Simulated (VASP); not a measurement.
## MgO: single point with PBEsol

Crystal: MgO.

```xyz
2
Lattice="2.9380 0.0000 0.0000 -1.4690 2.5444 0.0000 0.0000 0.0000 2.6797" Properties=species:S:1:pos:R:3 pbc="T T T"
Mg    0.0000    0.0000    0.0000
O     0.0000    1.6963    1.0773
```

Measurements of this composition are mostly on another form, of space group No. 225.

The cell isn't the ideal one: all O atoms moved +0.263 Å, as atom 2 towards its neighbour atom 2 (O) at 2.680 Å.

```yaml
Program: VASP 6.6.1
Task: single point
Functional: PBEsol
Potentials_or_basis: VASP PAW PBE potentials, release 64 (Mg, O)
Cutoff: 520 eV
k_mesh: 9 × 9 × 8
Occupations: gaussian, width 0.05 eV
Spin: no spin polarisation
```

| Quantity | Value |
| --- | --- |
| Pressure | 1.6 GPa |
| Largest force | 0.935 eV/Å |
| Band gap on the k mesh | 2.84 eV, indirect (least direct gap 3.33 eV) |

Forces in eV/Å, atoms in the order of the input:
```
Mg   0.000  0.000 -0.935
O    0.000  0.000  0.935
```

Stress tensor (GPa, compression positive):
```
1.22 0.00 0.00
0.00 1.22 0.00
0.00 0.00 2.20
```

Levels at points of the mesh, in eV from the valence-band top:
| k point | band 2 | band 3 | band 4 | band 5 | band 6 | band 7 |
| --- | --- | --- | --- | --- | --- | --- |
| (0.00, 0.00, 0.00) | -0.79 | -0.79 | -0.50 | 2.84 | 12.11 | 15.42 |
| (0.00, 0.00, 0.50) | -5.42 | -0.29 | -0.29 | 8.08 | 8.99 | 17.36 |

Wall time 12 s on 1 thread of Intel(R) Xeon(R) Platinum 8488C (Sapphire Rapids), with other jobs on the host, peak memory 0.14 GiB.

Caveat: the PAW data sets were made with another functional, which shifts forces and pressure a little; an odd mesh through Γ misses points on the zone boundary, where band edges often lie.
